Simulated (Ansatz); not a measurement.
Density of states of HgTe

```
Hg Te
1.0
     4.69716    0.00000    0.00000
    -2.34858    4.06786    0.00000
     0.00000    0.00000    7.71100
Hg Te
2 2
Cartesian
  0.0000 2.7119 0.0047
  2.3486 1.3560 3.8602
  0.0000 2.7119 2.8946
  2.3486 1.3560 6.7501
```

The cell was built from the wurtzite type and relaxed in the same program, and has space group P6_3mc; it needn't be a known or the stable phase.

No spin–orbit coupling, which matters for the heavy atoms here.

Theory: DFT, PBE, all-electron LAPW, scalar-relativistic in Ansatz 0.2.0.

Numerical set-up: a Γ-centred 10×10×6 k mesh, Fermi–Dirac smearing of 0.03 eV, basis error target 0.5 meV/atom, no spin polarisation.

States per eV and cell, averaged over 0.6 eV, from -5.2 to 3.6 eV, with energies (bin centres) from the Fermi level; empty bins are left out. 

```csv
E (eV),total
-5.0,2.65
-4.4,2.10
-3.8,0.95
-3.2,0.53
-2.6,1.85
-2.0,3.36
-1.4,4.96
-0.8,2.98
-0.2,0.63
0.4,0.06
1.0,0.58
1.6,3.36
2.2,2.39
2.8,0.28
3.4,0.04
```
